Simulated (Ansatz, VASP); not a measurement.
This is a calculation of Te for Ansatz 0.2.0.

input.yaml

```yaml
crystal:
  lattice:
    - [2.285705, 1.30841, 1.723144]
    - [-2.264226, 1.295737, 1.703832]
    - [-0.000236, -2.659771, 1.757281]
  atoms:
    - { symbol: Te, position: [0.501431, 0.493864, 0.503163] }
hamiltonian:
  xc: pbe
  pseudopotentials: { kind: paw }
kpoints:
  mp_grid: { grid: [9, 9, 9] }
scf:
  occupations: { method: fermi_dirac, width: 0.05 }
output:
  forces: true
  stress: true
  eigenvalues: true
```

Potentials or basis: Ansatz PAW.

Run with:

```sh
$ ansatz run input.yaml --threads 1 --pin off --max-ram 3584MiB --backend cpu --events-out ev --progress --plain --runs-dir out
```

Q: Set up the same calculation for VASP 6.6.1. Potentials there: VASP PAW PBE potentials, release 64 (Te).

A: As run (the cutoff follows the program's own potentials):

Contents of INCAR:

```
SYSTEM = Te
PREC = Accurate
ENCUT = 520
EDIFF = 1E-7
ISMEAR = -1
SIGMA = 0.05
LREAL = .FALSE.
LASPH = .TRUE.
NELM = 100
ALGO = Normal
ISIF = 2
LWAVE = .FALSE.
LCHARG = .FALSE.
GGA = PE
NBANDS = 9
```

KPOINTS

```
regular mesh
0
G
  9 9 9
  0 0 0
```

POSCAR

```
Te
1.0
    2.2857050000      1.3084100000      1.7231440000
   -2.2642260000      1.2957370000      1.7038320000
   -0.0002360000     -2.6597710000      1.7572810000
Te
1
Direct
    0.5014310000      0.4938640000      0.5031630000
```

Potentials or basis: VASP PAW PBE potentials, release 64 (Te).

Command:

```bash
$ cat potpaw_PBE.64/Te/POTCAR > POTCAR
$ mpirun -np 1 vasp_std > vasp.out
```

Both were run:

|  | VASP | Ansatz | Ansatz less VASP |
| --- | --- | --- | --- |
| gap on the k mesh at the Fermi level (eV) | none | none | - |
| pressure (GPa) | 2.9 | 2.9 | +0.04 |
| largest component of the traceless stress (GPa) | 0.31 | 0.31 | +0.005 |

A gap of «none» marks a metal or a gap that the smearing closes. The two sets of potentials don't hold the same shells in valence.

Spin-orbit coupling is left out, which matters for the levels of Te.
